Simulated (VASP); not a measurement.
A run of VASP 6.6.1 is set up as follows.

File INCAR:

```
ALGO = Normal
EDIFF = 1E-6
ENCUT = 520
ISIF = 2
ISMEAR = 0
LASPH = T
LCHARG = F
LREAL = F
LWAVE = F
NBANDS = 11
NELM = 100
PREC = Accurate
SIGMA = 0.15
```

File KPOINTS:

```
k-points
0
Gamma
  24 24 6
```

File POSCAR:

```
C
1.0
    2.4561701622      0.0000000000      0.0000000000
   -1.2280850811      2.1271057565      0.0000000000
    0.0000000000      0.0000000000      8.5238033600
C
2
Direct
    0.3333333333      0.6666666667      0.0000000000
    0.6666666667      0.3333333333      0.0000000000
```

Potentials or basis: VASP PAW LDA potentials, release 64 (C).

The run is started by

```bash
$ cat potpaw_LDA.64/C/POTCAR > POTCAR
$ mpirun -np 1 vasp_std > vasp.out
```

(1) What does it give for the band gap on the k mesh?

Results:

(1) none (metal or under the smearing width).
